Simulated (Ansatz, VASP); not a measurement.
## Two plane-wave programs on Eu

```
Eu
1.0
     3.98891    0.00000    0.00000
    -1.32964    3.76078    0.00000
    -1.32964   -1.88039    3.25693
Eu
1
Direct
  0.00000 0.00000 0.00000
```

Alike in both runs: task single point; functional PBE; k mesh 8 × 8 × 8; occupations gaussian, width 0.05 eV; collinear spin.

|  | VASP | Ansatz |
| --- | --- | --- |
| version | VASP 6.6.1 | Ansatz 0.2.0 |
| potentials or method | VASP PAW PBE potentials, release 64 (Eu) | Ansatz PAW |
| plane-wave cutoff (eV) | 520 | 420 |
| valence electrons in the cell | 17 | 17 |

```csv
,VASP,Ansatz,Ansatz less VASP
gap on the k mesh at the Fermi level (eV),none,none,-
pressure (GPa),-1.8,-1.6,+0.22
net moment per atom (μB),7.37,7.38,+0.012
size of the moment on the site where the two differ most (μB),6.70,7.10,+0.397
```

Site moments also hang on the region over which each program counts them. A gap of «none» marks a metal or a gap that the smearing closes. With one functional, cell and mesh, what is left measures potentials, basis and numerics.

Caveats: spin-orbit coupling is left out, which moves the levels of the heavy elements. The state reached can hang on the start; a lower one may exist.
